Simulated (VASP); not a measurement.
Write the native input for VASP 6.6.1 that does the following.

| Item | Value |
| --- | --- |
| Task | relaxation of cell and atoms |
| Functional | PBE |
| Potentials or basis | VASP PAW PBE potentials, release 64 (Pb_d) |
| Cutoff | 520 eV |
| k mesh | 14 × 14 × 8 |
| Occupations | gaussian, width 0.1 eV |
| Spin | no spin polarisation |
| Further INCAR settings | ALGO = Normal; EDIFF = 1e-07; IBRION = 2; POTIM = 0.3; EDIFFG = -0.005; NSW = 60; ISIF = 3 |

The structure of Pb lies in POSCAR:

```
Pb                                      
1.0
    3.5376769077     -0.0000000000      0.0000000000
   -1.7688384538      3.0637180775      0.0000000000
    0.0000000000      0.0000000000      5.8693667510
  Pb            
     2
Direct
     0.3333333300000021    0.6666666699999979    0.2500000000000000
     0.6666666699999979    0.3333333300000021    0.7500000000000000
```

This isn't the form of Pb at room conditions, which is fcc.

One way to write it, as run:

INCAR

```
  PREC = Accurate
  ENCUT = 520
  EDIFF = 1E-7
  ISMEAR = 0
  SIGMA = 0.1
  LREAL = False
  LASPH = True
  NELM = 120
  ALGO = Normal
  ISIF = 3
  LWAVE = False
  LCHARG = False
  GGA = PE
  IBRION = 2
  NSW = 60
  EDIFFG = -0.005
  POTIM = 0.3
```

KPOINTS

```
regular mesh
0
Gamma
  14 14 8
```

Potentials or basis: VASP PAW PBE potentials, release 64 (Pb_d).

Launch:

```bash
$ cat potpaw_PBE.64/Pb_d/POTCAR > POTCAR
$ mpirun -np 1 vasp_std > vasp.out
```

It gave:

```json
{
  "Relaxed volume": "31.77 Å³/atom",
  "Relaxed cell": "a = 3.537 Å, b = 3.537 Å, c = 5.866 Å, α = 90.00°, β = 90.00°, γ = 120.00°",
  "Space group after relaxing (to 0.05 Å)": "P6_3/mmc (No. 194)",
  "Energy gained by relaxing": "0.0 meV/atom",
  "Ionic steps": "3",
  "Pressure after relaxing": "0.0 GPa",
  "Band gap on the k mesh": "none (metal or under the smearing width)"
}
```

Wall time 2.7 min on 1 thread of Intel(R) Xeon(R) Platinum 8259CL CPU @ 2.50GHz (Skylake/Cascade Lake) (shared host), peak memory 0.27 GiB.
